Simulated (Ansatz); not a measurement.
Zinc-blende ZnTe was calculated with LDA in Ansatz (plane waves, PAW).

Settings: plane-wave cutoff 520 eV, 10×10×10 k mesh, Fermi–Dirac smearing 0.01 eV, scalar-relativistic PAW data made under PBE.

Computed points:

```csv
V (Å³/atom),E − E_lowest (meV/atom)
25.309,18.92
25.848,8.09
26.386,1.95
26.925,0.00
27.463,1.78
28.002,6.90
28.540,15.00
```

Estimate the bulk modulus and its pressure derivative from these points.

V0 = 26.927 Å³/atom, B0 = 55.5 GPa, B′ = 4.7 (fit to the energies at full precision).

Measured, for comparison: bulk modulus 51 ± 3 GPa (room temperature, not corrected to a static lattice; as tabulated in Determination of phase transition pressures of ZnTe under quasihydrostatic …); equilibrium volume per atom 28.42 Å³/atom (room temperature, not corrected to a static lattice; as tabulated in Albrecht et al. (1997), arXiv:cond-mat/9706128). Computed (rounded) less measured: bulk modulus +9 %, equilibrium volume per atom -5.2 %. A static lattice is as a rule a little smaller and stiffer than an uncorrected measurement, which can account for part of this.

Spin–orbit coupling is not included.

Static lattice: no zero-point or thermal effects.

Ansatz is a program for electronic structure.
